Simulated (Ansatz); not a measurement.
Bands of Sb

```yaml
crystal:
  lattice:
    - [3.16000, 0.00000, 0.00000]
    - [0.00000, 3.16000, 0.00000]
    - [0.00000, 0.00000, 3.16000]
  atoms:
    - { symbol: Sb, position: [0.00000, 0.00000, 0.00000] }
```

The cell is COD entry 9013008, as deposited and not checked against the literature; nothing was relaxed.

Spin–orbit coupling is left out, though it moves levels of the heavy atoms by tenths of an eV or more.

All numbers below come from DFT, PBE, all-electron LAPW, scalar-relativistic (Ansatz 0.2.0).

Numerical set-up: a Γ-centred 13×13×13 k mesh, Fermi–Dirac smearing of 0.05 eV, basis error target 1 meV/atom, no spin polarisation.

Points in fractions of the reciprocal vectors of this cell: Γ (0, 0, 0), X (0, 0.5, 0), M (0.5, 0.5, 0), R (0.5, 0.5, 0.5). The path joins them by straight lines in the order Γ–X–M–Γ–R–X–R–M; legs that retrace an earlier one aren't tabulated. Energies are in eV from the Fermi level.

Problem. List the levels at Γ between -8 and 4.5 eV.

Solution. 3.07 (×3).

Problem. List the levels at R between -8 and 4.5 eV.

Solution. -4.91, -1.57 (×3).

Problem. List the levels at M between -8 and 4.5 eV.

Solution. -7.47, -3.35 (×2), 2.34.

Problem. What is the band gap?

Solution. none: with an odd electron count and no spin polarisation the bands can't all be full, a metal in this set-up (spin order or a larger cell could open a gap).
